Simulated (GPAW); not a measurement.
# NiO (Fm-3m) in GPAW: notebook

One crystal, NiO, is run at these levels: PBE+U, LDA+U; tasks: single point.

All numbers are computed with GPAW 26.7.0; they aren't measurements. Logs are shortened: lines on timing, memory, paths and dates and some standing lists are left out, and cuts for length are marked. The log counts tension as positive stress, the text compression.

**What was measured.**

From “Local correlations, non-local screening, multiplets, and band formation in NiO”, 2012, arxiv:1210.6675, for a bulk crystal of NiO: band gap 4.3 eV.

How close the calculation comes is told below.

**1. Starting point**

Symmetry: Fm-3m, No. 225, cubic system. Conventional cell: a = 4.183 Å, b = 4.183 Å, c = 4.183 Å, α = 90.00°, β = 90.00°, γ = 90.00°. Ni (site symmetry m-3m) is surrounded by 6 O at 2.09 Å. Around O (site symmetry m-3m) lie 6 Ni at 2.09 Å.

**2. Single point, PBE+U, collinear spin, random start**

File run.py:

```python
from ase.dft.bandgap import bandgap
from ase.io import read, write
from ase.units import GPa
from gpaw import GPAW, PW

atoms = read('NiO.xyz')
atoms.set_initial_magnetic_moments([0.04, 0.0])

calc = GPAW(mode=PW(800),
            xc='PBE',
            kpts={'size': (8, 8, 8), 'gamma': True},
            occupations={'name': 'methfessel-paxton', 'order': 0, 'width': 0.05},
            setups={'Ni': ':d,8.0'},
            nbands=22,
            convergence={'density': 1e-05, 'energy': 1e-05},
            maxiter=150,
            txt='gpaw.txt')
atoms.calc = calc
energy = atoms.get_potential_energy()
forces = atoms.get_forces()
stress = atoms.get_stress()
calc.write('gs.gpw')
write('result.traj', atoms)
print(f'Energy: {energy:.6f} eV')
print('Forces (eV/A):')
print(forces.round(4))
print('Stress (GPa):', (stress / GPa).round(3))
print('Moments:', calc.get_magnetic_moments().round(3))
print('Fermi level:', round(calc.get_fermi_level(), 4), 'eV')
print(f'Gap: {bandgap(calc)[0]:.4f} eV, direct: {bandgap(calc, direct=True)[0]:.4f} eV')
```

File NiO.xyz:

```xyz
2
Lattice="0.0000000000 2.0913095100 2.0913095100 2.0913095100 0.0000000000 2.0913095100 2.0913095100 2.0913095100 0.0000000000" Properties=species:S:1:pos:R:3 pbc="T T T"
Ni     0.0000000000      0.0000000000      0.0000000000
O      2.0913095100      2.0913095100      2.0913095100
```

Potentials or basis: GPAW PAW data sets (gpaw-data 1.2.1), pw.

Command:

```bash
OMP_NUM_THREADS=1 python run.py
```

gpaw.txt:

```text
__  _  _
 | _ |_)|_||  |
 |__||  | ||/\| - 26.7.0

Input parameters:
  mode=PW(ecut=800.0),
  convergence={'density': 1e-05, 'energy': 1e-05},
  kpts=MonkhorstPack(size=(8, 8, 8), gamma=True),
  maxiter=150,
  nbands=22,
  occupations=Occupations(name='methfessel-paxton', order=0, width=0.05),
  setups={'Ni': ':d,8.0'},
  xc=XC(name='PBE')

Diagonalizing LCAO Hamiltonian
Converting LCAO to pw mode

              O

       Ni

Atoms  # Å, Bohr magnetons
|   | symbol |        x |        y |        z |    initial magnetic moments |
|---|--------|----------|----------|----------|-----------------------------|
| 0 |     Ni | 0.000000 | 0.000000 | 0.000000 | ( 0.0000,  0.0000,  0.0400) |
| 1 |      O | 2.091310 | 2.091310 | 2.091310 | ( 0.0000,  0.0000,  0.0000) |

Unit cell  # Å
| periodic |        x |        y |        z |  lengths |    angles |
|----------|----------|----------|----------|----------|-----------|
|      yes | 0.000000 | 2.091310 | 2.091310 | 2.957558 | 60.000000 |
|      yes | 2.091310 | 0.000000 | 2.091310 | 2.957558 | 60.000000 |
|      yes | 2.091310 | 2.091310 | 0.000000 | 2.957558 | 60.000000 |

Number of symmetries: 48
Symmetry operations  # r_c * U_cc + t_c -> r_c
|    | kind |            matrix            |
|----|------|------------------------------|
|  0 |  σ   |  1, 0, 0,  1, 0,-1,  1,-1, 0 |
|  1 |  C2  |  1, 0, 0,  1,-1, 0,  1, 0,-1 |
|  2 |  E   |  1, 0, 0,  0, 1, 0,  0, 0, 1 |
|  3 |  σ   |  1, 0, 0,  0, 0, 1,  0, 1, 0 |
|  4 |  C4  |  1, 0,-1,  1, 0, 0,  1,-1, 0 |
|  5 |  S6  |  1, 0,-1,  1,-1, 0,  1, 0, 0 |
|  6 |  σ   |  1, 0,-1,  0, 1,-1,  0, 0,-1 |
|  7 |  C3  |  1, 0,-1,  0, 0,-1,  0, 1,-1 |
|  8 |  S6  |  1,-1, 0,  1, 0, 0,  1, 0,-1 |
|  9 |  C4  |  1,-1, 0,  1, 0,-1,  1, 0, 0 |
| 10 |  C3  |  1,-1, 0,  0,-1, 1,  0,-1, 0 |
| 11 |  σ   |  1,-1, 0,  0,-1, 0,  0,-1, 1 |
| 12 |  σ   |  0, 1, 0,  1, 0, 0,  0, 0, 1 |
| 13 |  C4  |  0, 1, 0,  0, 1,-1, -1, 1, 0 |
| 14 |  C3  |  0, 1, 0,  0, 0, 1,  1, 0, 0 |
| 15 |  S6  |  0, 1, 0, -1, 1, 0,  0, 1,-1 |
| 16 |  C2  |  0, 1,-1,  1, 0,-1,  0, 0,-1 |
| 17 |  σ   |  0, 1,-1,  0, 1, 0, -1, 1, 0 |
| 18 |  S4  |  0, 1,-1,  0, 0,-1,  1, 0,-1 |
| 19 |  C4  |  0, 1,-1, -1, 1, 0,  0, 1, 0 |
| 20 |  C3  |  0, 0, 1,  1, 0, 0,  0, 1, 0 |
| 21 |  σ   |  0, 0, 1,  0, 1, 0,  1, 0, 0 |
| 22 |  S6  |  0, 0, 1,  0,-1, 1, -1, 0, 1 |
| 23 |  C4  |  0, 0, 1, -1, 0, 1,  0,-1, 1 |
| 24 |  S4  |  0, 0,-1,  1, 0,-1,  0, 1,-1 |
| 25 |  C3  |  0, 0,-1,  0, 1,-1,  1, 0,-1 |
| 26 |  C2  |  0, 0,-1,  0,-1, 0, -1, 0, 0 |
| 27 |  S6  |  0, 0,-1, -1, 0, 0,  0,-1, 0 |
| 28 |  S4  |  0,-1, 1,  1,-1, 0,  0,-1, 0 |
| 29 |  C4  |  0,-1, 1,  0, 0, 1, -1, 0, 1 |
| 30 |  C2  |  0,-1, 1,  0,-1, 0,  1,-1, 0 |
| 31 |  σ   |  0,-1, 1, -1, 0, 1,  0, 0, 1 |
| 32 |  C3  |  0,-1, 0,  1,-1, 0,  0,-1, 1 |
| 33 |  S6  |  0,-1, 0,  0, 0,-1, -1, 0, 0 |
| 34 |  S4  |  0,-1, 0,  0,-1, 1,  1,-1, 0 |
| 35 |  C2  |  0,-1, 0, -1, 0, 0,  0, 0,-1 |
[... 132 lines left out ...]
  Methfessel-Paxton:
    width: 0.0500  # eV
    order: 0

poisson solver:
  ecut: 6400.0  # eV

xc functional:
  name: PBE with 2 nearest neighbor stencil

convergence criteria:
- Maximum integral of absolute [dens]ity change: 1e-05 electrons / valence electron
- Maximum [total energy] change in last 3 cyles: 1e-05 eV / valence electron
- Maximum integral of absolute [eigenst]ate change: 4e-08 eV^2 / valence electron
maximum number of iterations: 150

SCF iterations
|iter     | |      energy | eigst |  dens |  magmom |
|---------|-|-------------|-------|-------|---------|
|iter:   1| |   -9.052421 | +0.01 |       |  +0.0400|
|iter:   2| |   -8.835902 | -2.58 | -1.17 |  +0.0425|
|iter:   3| |   -8.893091 | -2.54 | -1.21 |  +0.0963|
|iter:   4| |   -9.292406 | -2.92 | -1.47 |  +0.2015|
|iter:   5| |  -10.122829 | -3.16 | -1.48 |  +0.5553|
|iter:   6| |   -9.721257 | -3.78 | -1.12 |  +0.4383|
|iter:   7| |   -9.447322 | -3.87 | -1.33 |  +0.2839|
|iter:   8| |   -9.883722 | -3.89 | -1.47 |  +0.4137|
|iter:   9| |   -9.519640 | -4.09 | -1.15 |  +0.2878|
|iter:  10| |   -9.534014 | -3.56 | -1.37 |  +0.1289|
|iter:  11| |   -9.488775 | -3.69 | -1.32 |  +0.1894|
[... 6 lines left out ...]
|iter:  18| |   -9.435135 | -4.58 | -1.47 |  +0.1497|
|iter:  19| |   -9.359096 | -4.38 | -1.48 |  +0.1050|
|iter:  20| |   -9.331448 | -4.53 | -1.94 |  +0.0247|
|iter:  21| |   -9.333256 | -5.22 | -2.28 |  +0.0085|
|iter:  22| |   -9.332088 | -6.17 | -2.16 |  +0.0091|
|iter:  23| |   -9.334158 | -5.10 | -2.58 |  +0.0132|
|iter:  24| |   -9.333419 | -6.44 | -2.28 |  +0.0150|
|iter:  25| |   -9.332710 | -6.45 | -2.36 |  +0.0135|
|iter:  26| |   -9.332012 | -6.05 | -2.52 |  +0.0023|
|iter:  27| |   -9.332167 | -6.35 | -3.15 |  +0.0030|
|iter:  28| |   -9.332023c| -7.55c| -2.81 |  +0.0008|
|iter:  29| |   -9.332011c| -7.80c| -3.33 |  -0.0001|
|iter:  30| |   -9.332011c| -8.47c| -3.86 |  -0.0000|
|iter:  31| |   -9.332010c| -7.93c| -4.51 |  -0.0000|
|iter:  32| |   -9.332010c| -8.79c| -5.38c|  -0.0000|

Converged in 32 steps
Energy contributions relative to reference atoms: (reference = -43408.850748)

Energy contributions:
  Kinetic:          35.908249
  Coulomb:         -30.861112
  Zero:              0.202410
  External:          0.000000
  Xc:              -14.578848
  Entropy:          -0.005419
  Spinorbit:         0.000000
  ----------------------------
  Free energy:      -9.334720
  Extrapolated:     -9.332010

dipole moment: (-8.214012, -8.214012, -8.214012)  # |e|*Ang

Total magnetic moment: (0.000000, 0.000000, -0.000001)

Local magnetic moments
|        x |        y |         z |
|----------|----------|-----------|
| 0.000000 | 0.000000 | -0.000004 |  # Ni   0
| 0.000000 | 0.000000 | -0.000001 |  # O    1

Fermi level: 7.808
Eigenvalues  # (at kpt = [0.000, 0.000, 0.000])
| band index |      eig [eV] | occ [0-1] |      eig [eV] | occ [0-1] |
|------------|---------------|-----------|---------------|-----------|
|          0 |       -54.335 |     1.000 |       -54.335 |     1.000 |
|        ... |               |           |               |           |
|          4 |         3.155 |     1.000 |         3.155 |     1.000 |
|          5 |         3.155 |     1.000 |         3.155 |     1.000 |
|          6 |         3.155 |     1.000 |         3.155 |     1.000 |
|          7 |         4.614 |     1.000 |         4.614 |     1.000 |
|          8 |         4.614 |     1.000 |         4.614 |     1.000 |
|          9 |         4.614 |     1.000 |         4.614 |     1.000 |
[... 8 lines left out ...]
|         18 |        30.391 |     0.000 |        30.391 |     0.000 |
|         19 |        30.391 |     0.000 |        30.391 |     0.000 |
|        ... |               |           |               |           |
|         21 |        33.589 |     0.000 |        33.589 |     0.000 |

No gap
No difference between direct/indirect transitions

Forces  # eV/Ang
|        x |        y |        z |
|----------|----------|----------|
| -0.00000 |  0.00000 | -0.00000 |  # Ni   0
|  0.00000 | -0.00000 | -0.00000 |  # O    1

Stress tensor  # eV/Ang^3
|        x |         y |         z |
|----------|-----------|-----------|
| 0.020770 |  0.000000 |  0.000000 |
| 0.000000 |  0.020770 | -0.000000 |
| 0.000000 | -0.000000 |  0.020770 |

# Writing to gs.gpw (mode='')
```

stdout:

```text
Energy: -9.332010 eV
Forces (eV/A):
[[-0.  0. -0.]
 [ 0. -0. -0.]]
Stress (GPa): [ 3.328  3.328  3.328 -0.     0.     0.   ]
Moments: [-0. -0.]
Fermi level: 7.8082 eV
Gap: 0.0000 eV, direct: 0.0000 eV
```

It took 69 s on 1 thread of Arm Neoverse V1, shared host; peak memory 0.16 GiB.

Results:

```yaml
Free_energy: -9.3347 eV
Pressure: -3.3 GPa
Band_gap_on_the_k_mesh: none (metal or under the smearing width)
Net_moment: 0.00 μB per cell
```

Levels at points of the mesh, in eV from the Fermi level:
Spin up:
```
           k point  band 9  band 10  band 11  band 12  band 13  band 14
(0.00, 0.00, 0.00)   -3.19    -3.19    -1.69    -1.69     1.69    17.86
(0.50, 0.50, 0.00)   -3.68    -3.68    -1.28    -0.72     6.58    10.53
(0.50, 0.50, 0.50)   -3.62    -3.07     1.25     1.25     5.71    10.00
```
Spin down:
```
           k point  band 9  band 10  band 11  band 12  band 13  band 14
(0.00, 0.00, 0.00)   -3.19    -3.19    -1.69    -1.69     1.69    17.86
(0.50, 0.50, 0.00)   -3.68    -3.68    -1.28    -0.72     6.58    10.53
(0.50, 0.50, 0.50)   -3.62    -3.07     1.25     1.25     5.71    10.00
```

Caveat: the stock nickel data set gives pressures a few GPa off other programs; the run has no moments, though such compounds are often magnetic; a magnetic state may lie lower.

[end of part 1 of 2]
